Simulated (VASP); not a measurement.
# Fe3Ge (Fm-3m) in VASP: notebook, part 2 of 2

VASP 6.6.1. The steps go on from the part before.

## 3. Relaxation of cell and atoms, rSCAN, collinear spin, ferromagnetic start

INCAR

```
SYSTEM = Fe3Ge
PREC = Accurate
ENCUT = 600
EDIFF = 1E-7
ISMEAR = 1
SIGMA = 0.1
LREAL = .False.
LASPH = .True.
NELM = 120
ALGO = Normal
ISIF = 3
LWAVE = .False.
LCHARG = .False.
ISPIN = 2
MAGMOM = 0 3 3 3
LORBIT = 11
LMAXMIX = 4
METAGGA = RSCAN
LMIXTAU = .True.
IBRION = 2
NSW = 40
EDIFFG = -0.01
```

KPOINTS

```
Automatic mesh
0
Gamma
  8 8 8
  0 0 0
```

POSCAR

```
Fe3Ge
1.0
    0.0000000000      2.8755854299      2.8755854299
    2.8755854299      0.0000000000      2.8755854299
    2.8755854299      2.8755854299      0.0000000000
Ge Fe
1 3
Direct
    0.0000000000      0.0000000000      0.0000000000
    0.7500000000      0.7500000000      0.7500000000
    0.2500000000      0.2500000000      0.2500000000
    0.5000000000      0.5000000000      0.5000000000
```

Potentials or basis: VASP PAW PBE potentials, release 64 (Ge_d, Fe).

Launch:

```bash
$ cat potpaw_PBE.64/Ge_d/POTCAR potpaw_PBE.64/Fe/POTCAR > POTCAR
$ mpirun -np 1 vasp_std > vasp.out
```

OUTCAR:

```text
SYSTEM = Fe3Ge
   PREC = Accurate
   ENCUT = 600
   EDIFF = 1E-7
   ISMEAR = 1
   LREAL = .False.
   LASPH = .True.
   NELM = 120
   ISIF = 3
   ISPIN = 2
   LORBIT = 11
   METAGGA = RSCAN
   IBRION = 2
   NSW = 40
   EDIFFG = -0.01

 ion  position               nearest neighbor table
   1  0.000  0.000  0.000-   2 2.49   3 2.49   2 2.49   2 2.49   2 2.49   3 2.49   3 2.49   3 2.49
                             4 2.88   4 2.88   4 2.88   4 2.88   4 2.88   4 2.88
   2  0.750  0.750  0.750-   1 2.49   4 2.49   4 2.49   4 2.49   4 2.49   1 2.49   1 2.49   1 2.49
                             3 2.88   3 2.88   3 2.88   3 2.88   3 2.88   3 2.88
   3  0.250  0.250  0.250-   1 2.49   4 2.49   1 2.49   1 2.49   1 2.49   4 2.49   4 2.49   4 2.49
                             2 2.88   2 2.88   2 2.88   2 2.88   2 2.88   2 2.88
   4  0.500  0.500  0.500-   2 2.49   3 2.49   3 2.49   3 2.49   3 2.49   2 2.49   2 2.49   2 2.49
                             1 2.88   1 2.88   1 2.88   1 2.88   1 2.88   1 2.88

  LATTYP: Found a face centered cubic cell.
 ALAT       =     5.7511708598

  Lattice vectors:

 A1 = (   0.0000000000,   2.8755854299,   2.8755854299)
 A2 = (   2.8755854299,   0.0000000000,   2.8755854299)
 A3 = (   2.8755854299,   2.8755854299,   0.0000000000)

Analysis of symmetry for initial positions (statically):
=====================================================================
 Subroutine PRICEL returns:
 Original cell was already a primitive cell.

 Routine SETGRP: Setting up the symmetry group for a
 face centered cubic supercell.

 Subroutine GETGRP returns: Found 48 space group operations
 (whereof 48 operations were pure point group operations)
 out of a pool of 48 trial point group operations.

The static configuration has the point symmetry O_h .

Analysis of symmetry for dynamics (positions and initial velocities):
=====================================================================
 Subroutine PRICEL returns:
 Original cell was already a primitive cell.

 Routine SETGRP: Setting up the symmetry group for a
 face centered cubic supercell.

 Subroutine GETGRP returns: Found 48 space group operations
 (whereof 48 operations were pure point group operations)
 out of a pool of 48 trial point group operations.

The dynamic configuration has the point symmetry O_h .

Analysis of structural, dynamic, and magnetic symmetry:
=====================================================================
 Subroutine PRICEL returns:
 Original cell was already a primitive cell.

 Routine SETGRP: Setting up the symmetry group for a
 face centered cubic supercell.

 Subroutine GETGRP returns: Found 48 space group operations
 (whereof 48 operations were pure point group operations)
 out of a pool of 48 trial point group operations.

The overall configuration has the point symmetry O_h .

 Subroutine INISYM returns: Found 48 space group operations
 (whereof 48 operations are pure point group operations),
 and found     1 'primitive' translations

----------------------------------------------------------------------------------------

                                     Primitive cell

  volume of cell :      47.5564

  direct lattice vectors                    reciprocal lattice vectors
     0.000000000  2.875585430  2.875585430    -0.173877637  0.173877637  0.173877637
     2.875585430  0.000000000  2.875585430     0.173877637 -0.173877637  0.173877637
     2.875585430  2.875585430  0.000000000     0.173877637  0.173877637 -0.173877637

  length of vectors
[... 82 lines left out ...]
   LSORBIT =      F    spin-orbit coupling
   LASPH  =      T    aspherical Exc in radial PAW
   ENCUT  =  600.0 eV  44.10 Ry    6.64 a.u.   8.12  8.12  8.12*2*pi/ulx,y,z
   NELM   =    120;   NELMIN=  2; NELMDL= -5     # of ELM steps
   EDIFF  = 0.1E-06   stopping-criterion for ELM
   LREAL  =      F    real-space projection
   EDIFFG = -.1E-01   stopping-criterion for IOM
   NSW    =     40    number of steps for IOM
   IBRION =      2    ionic relax: 0-MD 1-quasi-New 2-CG
   NFREE  =      1    steps in history (QN), initial steepest desc. (CG)
   ISIF   =      3    stress and relaxation
   ISYM   =      2    0-nonsym 1-usesym 2-fastsym
   POTIM  = 0.5000    time-step for ionic-motion
   TEBEG  =    0.0;   TEEND  =   0.0 temperature during run
   PSTRESS=    0.0 pullay stress
   NELECT =      38.0000    total number of electrons
   NUPDOWN=      -1.0000    fix difference up-down
   EMIN   =  10.00;   EMAX   =-10.00  energy-range for DOS
   EFERMI =   0.00;   METHOD = LEGACY
   ISMEAR =     1;   SIGMA  =   0.10  broadening in eV -4-tet -1-fermi 0-gaus
   EFERMI_NEDOS =   21; number of points for ismear=-14 and -15
   IALGO  =     38    algorithm
   IMIX   =      4    mixing-type and parameters
     AMIX     =   0.40;   BMIX     =  1.00
     AMIX_MAG =   1.60;   BMIX_MAG =  1.00
  volume/ion in A,a.u.               =      11.89        80.23
  Fermi-wavevector in a.u.,A,eV,Ry     =   1.519147  2.870771 31.399622  2.307807
  Thomas-Fermi vector in A             =   2.628172
   LORBIT       =     11    0 simple, 1 ext, 2 COOP (PROOUT), +10 PAW based schemes
   METAGGA = RSCAN    functional components
   LHFCALC =     F    Hartree Fock is set to
   AEXX    =    0.0000 exact exchange contribution
   IVDW    =     0    specifies the selected vdW correction
   LEPSILON=     F    determine dielectric tensor
   LRPA    =     F    only Hartree local field effects (RPA)
 conjugate gradient relaxation of ions
 spin polarized calculation
 Methfessel and Paxton  Order N= 1 SIGMA  =   0.10
  energy-cutoff  :      600.00
  volume of cell :       47.56
 maximum number of plane-waves:      1604
   NGX = 17   NGY = 17   NGZ = 17

--------------------------------------- Ionic step        1  -------------------------------------------

 number of electron      38.0000014 magnetization       7.0288938

 Free energy of the ion-electron system (eV)
  ---------------------------------------------------
  ext. energy  EPLUGINS =         0.00000000
  ---------------------------------------------------
  free energy    TOTEN  =       -83.88876208 eV

  energy without entropy =      -83.88960880  energy(sigma->0) =      -83.88904432

------------------------ aborting loop because EDIFF is reached ----------------------------------------

  FORCE on cell =-STRESS in cart. coord.  units (eV):
  Direction    XX          YY          ZZ          XY          YZ          ZX
  --------------------------------------------------------------------------------------
  -------------------------------------------------------------------------------------
  Total       -0.4313305     -0.4313305     -0.4313305      0.0000000      0.0000000      0.0000000
  in kB      -14.5315513    -14.5315513    -14.5315513      0.0000000      0.0000000      0.0000000
  external PRESSURE =     -14.5315513 kB  Pullay stress =       0.0000000 kB
[... 63 lines left out ...]
--------------------------------------- Ionic step        3  -------------------------------------------

 number of electron      38.0000010 magnetization       7.0152101

 Free energy of the ion-electron system (eV)
  ---------------------------------------------------
  ext. energy  EPLUGINS =         0.00000000
  ---------------------------------------------------
  free energy    TOTEN  =       -83.89053058 eV

  energy without entropy =      -83.89118507  energy(sigma->0) =      -83.89074874

 E-fermi :   7.4521     XC(G=0): -14.3773

 val. band max:        7.4372128295   @ k =  -0.2500   0.2500   0.0000
 cond. band min:       7.4608999933   @ k =  -0.3750   0.1250   0.0000
 fundamental gap:      0.0236871639
 Fermi energy:         7.4521036279

 spin component 1

 k-point     1 :       0.0000    0.0000    0.0000
  band No.  band energies     occupation
      1     -17.9992      1.00000
      2     -17.9992      1.00000
      3     -17.9992      1.00000
      4     -17.9643      1.00000
      5     -17.9643      1.00000
      6      -5.0036      1.00000
[... 733 lines left out ...]
     27      15.2967      0.00000
     28      16.7701      0.00000

 [... further k-points ...]

 spin component 2

 k-point     1 :       0.0000    0.0000    0.0000
  band No.  band energies     occupation
      1     -17.9853      1.00000
      2     -17.9853      1.00000
      3     -17.9853      1.00000
      4     -17.9684      1.00000
      5     -17.9684      1.00000
      6      -5.3289      1.00000
[... 766 lines left out ...]
  FREE ENERGIE OF THE ION-ELECTRON SYSTEM (eV)
  ---------------------------------------------------
  free  energy   TOTEN  =       -83.8905305762 eV

  energy  without entropy=      -83.8911850696  energy(sigma->0) =      -83.89074874

 reached required accuracy - stopping structural energy minimisation

 total charge

# of ion       s       p       d       tot
------------------------------------------
    1        1.045   1.342  10.126  12.513
    2        0.426   0.549   6.355   7.330
    3        0.426   0.549   6.355   7.330
    4        0.455   0.532   6.262   7.249
--------------------------------------------------
tot          2.352   2.973  29.098  34.422

 magnetization (x)

# of ion       s       p       d       tot
------------------------------------------
    1        0.003  -0.097  -0.020  -0.114
    2        0.008  -0.034   2.334   2.308
    3        0.008  -0.034   2.334   2.308
    4       -0.011  -0.045   2.700   2.644
--------------------------------------------------
tot          0.008  -0.210   7.348   7.146
```

OSZICAR:

```text
N       E                     dE             d eps       ncg     rms          rms(c)
DAV:   1     0.280310560273E+03    0.28031E+03   -0.18763E+04  3404   0.333E+03
DAV:   2    -0.438012352404E+02   -0.32411E+03   -0.30694E+03  3248   0.595E+02
[... 51 lines left out ...]
DAV:   9    -0.838905180639E+02    0.28766E-04   -0.81108E-06  3448   0.220E-02    0.741E-03
DAV:  10    -0.838905323555E+02   -0.14292E-04   -0.11326E-06  3308   0.130E-02    0.197E-03
DAV:  11    -0.838905310287E+02    0.13268E-05   -0.12448E-07  1908   0.525E-03    0.551E-04
DAV:  12    -0.838905307341E+02    0.29463E-06   -0.25581E-08  1648   0.189E-03    0.378E-04
DAV:  13    -0.838905305081E+02    0.22594E-06   -0.62255E-09  1640   0.839E-04    0.139E-04
DAV:  14    -0.838905305762E+02   -0.68090E-07   -0.17614E-09  1636   0.435E-04
   3 F= -.83890531E+02 E0= -.83890749E+02  d E =-.176849E-02  mag=     7.0152
```

CONTCAR:

```text
Fe3Ge
   1.00000000000000
     0.0000000000000000    2.8678455828682723    2.8678455828682723
     2.8678455828682723   -0.0000000000000000    2.8678455828682723
     2.8678455828682723    2.8678455828682723    0.0000000000000000
  Ge              Fe
     1     3
Direct
     0.0000000000000000    0.0000000000000000    0.0000000000000000
     0.7500000000000000    0.7500000000000000    0.7500000000000000
     0.2500000000000000    0.2500000000000000    0.2500000000000000
     0.5000000000000000    0.5000000000000000    0.5000000000000000

  0.00000000E+00  0.00000000E+00  0.00000000E+00
  0.00000000E+00  0.00000000E+00  0.00000000E+00
  0.00000000E+00  0.00000000E+00  0.00000000E+00
  0.00000000E+00  0.00000000E+00  0.00000000E+00
```

It took 29 min on 1 thread of AMD EPYC 7R43 (Zen 3), shared host; peak memory 0.25 GiB.

Results:

- Free energy: -83.8905 eV
- Relaxed volume: 11.79 Å³/atom
- Relaxed cell: a = 4.056 Å, b = 4.056 Å, c = 4.056 Å, α = 60.00°, β = 60.00°, γ = 60.00°
- Space group after relaxing (to 0.05 Å): Fm-3m (No. 225)
- Energy gained by relaxing: 0.4 meV/atom
- Ionic steps: 3
- Pressure after relaxing: 0.0 GPa
- Band gap on the k mesh: none (metal or under the smearing width)
- Net moment: 7.02 μB per cell
- Site moments: Ge -0.11; Fe +2.31, +2.64 μB
- Valence electrons inside the program's atomic spheres: Ge 12.51; Fe 7.33, 7.25

The path:
| step | energy change (eV) | largest force (eV/Å) | pressure (GPa) | volume (Å³) |
| --- | --- | --- | --- | --- |
| 1 | 0.0000 | 0.0000 | -1.45 | 47.56 |
| 2 | -0.0001 | 0.0000 | 1.62 | 46.82 |
| 3 | -0.0018 | 0.0000 | 0.04 | 47.17 |

Final structure:
```cif
data_structure
_symmetry_space_group_name_H-M 'P 1'
_symmetry_Int_Tables_number 1
_cell_length_a 4.0557
_cell_length_b 4.0557
_cell_length_c 4.0557
_cell_angle_alpha 60.000
_cell_angle_beta 60.000
_cell_angle_gamma 60.000
_cell_volume 47.17
loop_
_atom_site_label
_atom_site_type_symbol
_atom_site_fract_x
_atom_site_fract_y
_atom_site_fract_z
_atom_site_occupancy
Ge1 Ge 0.00000 0.00000 0.00000 1
Fe1 Fe 0.75000 0.75000 0.75000 1
Fe2 Fe 0.25000 0.25000 0.25000 1
Fe3 Fe 0.50000 0.50000 0.50000 1
```

Levels at points of the mesh, in eV from the Fermi level:
Spin up:
| k point | band 19 | band 20 | band 21 | band 22 | band 23 | band 24 | band 25 | band 26 |
| --- | --- | --- | --- | --- | --- | --- | --- | --- |
| (0.00, 0.00, 0.00) | -1.67 | -1.59 | -1.59 | 2.36 | 3.59 | 3.59 | 3.59 | 5.69 |
| (0.50, 0.00, 0.00) | -2.11 | -1.66 | -1.66 | -1.22 | 2.91 | 2.91 | 3.13 | 4.49 |
| (0.50, 0.50, 0.00) | -1.92 | -1.87 | -1.62 | -1.26 | -1.26 | -1.02 | 2.89 | 4.56 |
Spin down:
```csv
k point,band 12,band 13,band 14,band 15,band 16,band 17,band 18,band 19,band 20,band 21
"(0.00, 0.00, 0.00)",-1.48,-1.48,-1.48,1.10,1.10,1.10,2.12,2.12,2.40,2.40
"(0.50, 0.00, 0.00)",-1.63,-1.24,-1.24,-0.41,0.06,0.06,1.54,1.54,1.62,2.19
"(0.50, 0.50, 0.00)",-1.37,-1.37,-0.91,-0.16,-0.16,0.96,0.97,1.44,1.71,1.71
```

Caveat: the PAW data sets were made with another functional, which shifts forces and pressure a little.

## 4. Relaxation of cell and atoms, r2SCAN+D4, collinear spin, ferromagnetic start

INCAR

```
PREC = Accurate
ENCUT = 600
EDIFF = 1E-7
ISMEAR = 1
SIGMA = 0.1
LREAL = False
LASPH = True
NELM = 120
ALGO = Normal
ISIF = 3
LWAVE = False
LCHARG = False
ISPIN = 2
MAGMOM = 0 3 3 3
LORBIT = 11
LMAXMIX = 4
METAGGA = R2SCAN
LMIXTAU = True
IVDW = 13
VDW_S6 = 1.0
VDW_S8 = 0.6018749
VDW_A1 = 0.51559235
VDW_A2 = 5.77342911
IBRION = 2
NSW = 60
EDIFFG = -0.01
```

KPOINTS

```
Automatic mesh
0
Gamma
  8 8 8
```

POSCAR is that of step 3.

Launch:

```bash
$ cat potpaw_PBE.64/Ge_d/POTCAR potpaw_PBE.64/Fe/POTCAR > POTCAR
$ mpirun -np 1 vasp_std > vasp.out
```

It took 23 min on 1 thread of AMD EPYC 7R43 (Zen 3), shared host; peak memory 0.23 GiB.

The run converged. Its results:

```
Free energy                                           : -57.6062 eV
Relaxed volume                                        : 11.75 Å³/atom
Relaxed cell                                          : a = 4.050 Å, b = 4.050 Å, c = 4.050 Å, α = 60.00°, β = 60.00°, γ = 60.00°
Space group after relaxing (to 0.05 Å)                : Fm-3m (No. 225)
Energy gained by relaxing                             : 1.1 meV/atom
Ionic steps                                           : 3
Pressure after relaxing                               : 0.0 GPa
Band gap on the k mesh                                : none (metal or under the smearing width)
Net moment                                            : 7.02 μB per cell
Site moments                                          : Ge -0.10; Fe +2.31, +2.64 μB
Valence electrons inside the program's atomic spheres : Ge 12.53; Fe 7.34, 7.25
Dispersion energy per atom                            : -0.136 eV
```

The path:
```tsv
step	energy change (eV)	largest force (eV/Å)	pressure (GPa)	volume (Å³)
1	0.0000	0.0000	-2.38	47.56
2	0.0011	0.0000	2.73	46.35
3	-0.0044	0.0000	0.03	46.99
```

Final structure:
```
Ge Fe
1.0
     0.00000    2.86408    2.86408
     2.86408    0.00000    2.86408
     2.86408    2.86408    0.00000
Ge Fe
1 3
Direct
  0.00000 0.00000 0.00000
  0.75000 0.75000 0.75000
  0.25000 0.25000 0.25000
  0.50000 0.50000 0.50000
```

Levels at points of the mesh, in eV from the Fermi level:
Spin up:
| k point | band 19 | band 20 | band 21 | band 22 | band 23 | band 24 | band 25 | band 26 |
| --- | --- | --- | --- | --- | --- | --- | --- | --- |
| (0.00, 0.00, 0.00) | -1.70 | -1.62 | -1.62 | 2.43 | 3.58 | 3.58 | 3.58 | 5.69 |
| (0.50, 0.00, 0.00) | -2.13 | -1.68 | -1.68 | -1.24 | 2.90 | 2.90 | 3.17 | 4.49 |
| (0.50, 0.50, 0.00) | -1.94 | -1.90 | -1.66 | -1.28 | -1.28 | -1.05 | 2.91 | 4.57 |
Spin down:
```tsv
k point	band 12	band 13	band 14	band 15	band 16	band 17	band 18	band 19	band 20	band 21
(0.00, 0.00, 0.00)	-1.50	-1.50	-1.50	1.12	1.12	1.12	2.16	2.16	2.45	2.45
(0.50, 0.00, 0.00)	-1.64	-1.28	-1.28	-0.43	0.07	0.07	1.57	1.57	1.66	2.23
(0.50, 0.50, 0.00)	-1.38	-1.38	-0.93	-0.16	-0.16	0.98	0.99	1.47	1.74	1.74
```

Caveat: the PAW data sets were made with another functional, which shifts forces and pressure a little; pairwise dispersion overbinds metals, which lowers pressure and volume.

## 5. Overview

```csv
level,gap on the mesh (eV),pressure (GPa),moment (μB),relaxed volume (Å³/atom)
r2SCAN,none,0.0,7.03,11.84
rSCAN,none,0.0,7.02,11.79
r2SCAN+D4,none,0.0,7.02,11.75
```

Alike in all rows: task relaxation of cell and atoms; potentials or basis VASP PAW PBE potentials, release 64 (Ge_d, Fe); spin collinear, ferromagnetic start; cell relaxed; k mesh 8 × 8 × 8; cutoff (eV) 600; smearing methfessel-paxton 0.1 eV.

Caveats: the PAW data sets were made with another functional, which shifts forces and pressure a little; pairwise dispersion overbinds metals, which lowers pressure and volume (some runs).

Total energies depend on the potentials used, so only differences within one code and one set of settings carry meaning.
